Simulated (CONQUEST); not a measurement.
# SnSe: single point with PBE

SnSe:

```xyz
8
Lattice="4.1900 0.0000 0.0000 0.0000 4.4600 0.0000 0.0000 0.0000 11.4200" Properties=species:S:1:pos:R:3 pbc="T T T"
Sn    3.1431    4.0582    9.9961
Sn    1.0290    1.8334    7.1440
Sn    3.1391    2.6520    4.2581
Sn    1.1000    0.3812    1.4453
Se    3.1976    4.4100    7.3635
Se    1.0875    2.1606    9.7741
Se    3.1615    2.2706    1.6325
Se    0.9694    0.0521    4.1168
```

The cell isn't the ideal one: atoms moved at random, drawn with an rms of 0.05 Å.

| Quantity | Value |
| --- | --- |
| Program | CONQUEST 1.3 |
| Task | single point |
| Functional | PBE |
| Potentials or basis | PseudoDojo NC PBE, DZP, multi-site functions of range 3 bohr, grid cutoff 120 Ha |
| k mesh | 6 × 6 × 3 |
| Occupations | fermi-dirac, width 0.05 eV |
| Spin | no spin polarisation |
| Solver | diagonalisation |
| SCF tolerance | 1e-06 |

```
Pressure               : 1.5 GPa
Largest force          : 0.683 eV/Å
Band gap on the k mesh : 1.71 eV, indirect (least direct gap 1.80 eV)
Mulliken charges       : Sn +0.93, +0.95, +0.96, +0.91; Se -0.94, -0.93 e
```

Forces in eV/Å, atoms in the order of the input:
```
Sn   0.115  0.148  0.352
Sn   0.187  0.220 -0.462
Sn  -0.213 -0.318  0.566
Sn  -0.111 -0.190 -0.193
Se  -0.230 -0.259 -0.533
Se  -0.101 -0.131  0.649
Se  -0.011  0.219 -0.603
Se   0.315  0.315  0.210
```

Stress tensor (GPa, compression positive):
```
 0.79  0.76  0.11
 0.76 -0.15  0.02
 0.09  0.03  3.73
```

Levels at points of the mesh, in eV from the valence-band top:
| k point | band 57 | band 58 | band 59 | band 60 | band 61 | band 62 | band 63 | band 64 |
| --- | --- | --- | --- | --- | --- | --- | --- | --- |
| (0.00, 0.00, 0.00) | -1.31 | -1.15 | -0.61 | -0.22 | 2.31 | 3.69 | 4.35 | 4.43 |
| (0.00, 0.50, 0.00) | -0.53 | -0.46 | -0.27 | -0.21 | 1.97 | 2.09 | 2.43 | 2.67 |
| (0.50, 0.00, 0.00) | -0.80 | -0.77 | -0.68 | -0.63 | 2.04 | 2.11 | 2.23 | 2.49 |
| (0.50, 0.50, 0.00) | -1.91 | -1.87 | -1.41 | -1.25 | 4.15 | 4.34 | 4.63 | 4.69 |

Wall time 63 s on 1 thread of Intel(R) Xeon(R) 6975P-C (Granite Rapids), on a shared host, peak memory 1.3 GiB.

Caveat: Mulliken charges move with the basis; multi-site functions contract the basis, which raises the energy a little and makes forces and stress less exact; spin-orbit coupling is left out, which moves the levels of the heavy elements; an odd mesh through Γ misses points on the zone boundary, where band edges often lie; the basis of atomic orbitals isn't converged, which shifts pressures, moduli and gaps.
